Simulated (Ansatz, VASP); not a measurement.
## Two plane-wave programs on Pd

```
Pd
1.0
     0.00000    1.94650    1.94650
     1.94650    0.00000    1.94650
     1.94650    1.94650    0.00000
Pd
1
Direct
  0.00000 0.00000 0.00000
```

Alike in both runs: task single point; functional LDA; k mesh 8 × 8 × 8; occupations gaussian, width 0.1 eV; no spin polarisation.

```csv
,VASP,Ansatz
version,VASP 6.6.1,Ansatz 0.2.0
potentials or method,"VASP PAW LDA potentials, release 64 (Pd)","scalar-relativistic, plane waves, PAW"
plane-wave cutoff (eV),520,420
valence electrons in the cell,10,18
```

|  | VASP | Ansatz | Ansatz less VASP |
| --- | --- | --- | --- |
| gap on the k mesh at the Fermi level (eV) | none | none | - |
| pressure (GPa) | -7.3 | -7.6 | -0.28 |

A gap of «none» marks a metal or a gap that the smearing closes. The two sets of potentials don't hold the same shells in valence.
